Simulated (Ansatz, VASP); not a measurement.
# One calculation of KF, two programs

```
CELL_PARAMETERS angstrom
0.00000 2.72002 2.72002
2.72002 0.00000 2.72002
2.72002 2.72002 0.00000
ATOMIC_POSITIONS crystal
K 0.00000 0.00000 0.00000
F 0.50000 0.50000 0.50000
```

Alike in both runs: task single point; functional PBE; k mesh 8 × 8 × 8; occupations gaussian, width 0.02 eV; no spin polarisation.

```csv
,VASP,Ansatz
version,VASP 6.6.1,Ansatz 0.2.0
potentials or method,"VASP PAW PBE potentials, release 64 (K_sv, F)","scalar-relativistic, plane waves, PAW"
plane-wave cutoff (eV),520,420
valence electrons in the cell,16,16
```

|  | VASP | Ansatz | Ansatz less VASP |
| --- | --- | --- | --- |
| gap on the k mesh at the Fermi level (eV) | 5.89 | 5.91 | +0.014 |
| least direct gap on the mesh (eV) | 5.89 | 5.91 | +0.014 |
| pressure (GPa) | -0.3 | -0.3 | -0.01 |

A k mesh can miss the band edges.
